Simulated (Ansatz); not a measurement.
# InGaP2: the cell at several levels of theory

Aim: relax InGaP2, ordered on the zincblende lattice (R3m) with 4 atoms a cell with PBE and r2SCAN and see how far the functionals disagree on the cell. This is a trial cell built on a prototype, not taken from a measured structure, and it needn't be the compound's ground state.

Code: Ansatz 0.2.0. PAW datasets, plane waves, zero pressure. Spin-unpolarised throughout. Whether this structure exists isn't addressed.

**1. The system as given**

This is the cell as the run starts from it, not yet at rest; its lengths are not the crystal's.

The symmetry is R3m (No. 160, trigonal); a = 3.845 Å, c = 18.836 Å in the conventional setting, 20.09 Å³ an atom. Ga has 4 P at 2.35 Å; In has 4 P at 2.35 Å; P has 1 In at 2.35 Å and 3 Ga at 2.35 Å; P has 1 Ga at 2.35 Å and 3 In at 2.35 Å.

As a file:

```cif
data_structure
_symmetry_space_group_name_H-M 'P 1'
_symmetry_Int_Tables_number 1
_cell_length_a 6.6594
_cell_length_b 6.6594
_cell_length_c 6.6594
_cell_angle_alpha 33.557
_cell_angle_beta 33.557
_cell_angle_gamma 33.557
_cell_volume 80.38
loop_
_atom_site_label
_atom_site_type_symbol
_atom_site_fract_x
_atom_site_fract_y
_atom_site_fract_z
_atom_site_occupancy
Ga1 Ga 0.00000 0.00000 0.00000 1
In1 In 0.50000 0.50000 0.50000 1
P1 P 0.37500 0.37500 0.37500 1
P2 P 0.87500 0.87500 0.87500 1
```

**2. Relaxing with PBE**

input.yaml

```yaml
crystal:
  lattice:
    - [1.922400375, 1.109898374, 6.2785333333]
    - [-1.922400375, 1.109898374, 6.2785333333]
    - [0.0, -2.219796748, 6.2785333333]
  atoms:
    - { symbol: Ga, position: [1.0, 0.0, 0.0] }
    - { symbol: In, position: [0.5, 0.5, 0.5] }
    - { symbol: P, position: [0.375, 0.375, 0.375] }
    - { symbol: P, position: [0.875, 0.875, 0.875] }
kpoints:
  mp_grid: { grid: [8, 8, 8] }
hamiltonian:
  xc: pbe
scf:
  occupations: { method: fermi_dirac, width: 0.02 }
relax:
  f_tol: 0.005
  cell: {}
```

Command:

```
> ansatz run input.yaml --threads 2 --pin off --max-ram 2211MiB --backend cpu --events-out ev --progress --plain --runs-dir out
```

The runs that follow: Relaxation with r2SCAN.

Before running it: what results should come out? Wanted: for each run, a; c; volume; space group; SCF geometries.

As calculated:

```
 level  a (Å)   c (Å)  volume (Å³/atom)  space group  SCF geometries
   PBE  4.054  19.934            23.638          R3m               9
r2SCAN  4.015  19.755            22.980          R3m               5
```

What this shows: The first relaxation changed the volume by +17.6 % from the start. r2SCAN gives the smallest cell and PBE the largest; they differ by 2.9 % in volume, a mean of 0.9 % in length. The meshes differ: PBE 8×8×8, r2SCAN 6×6×6.
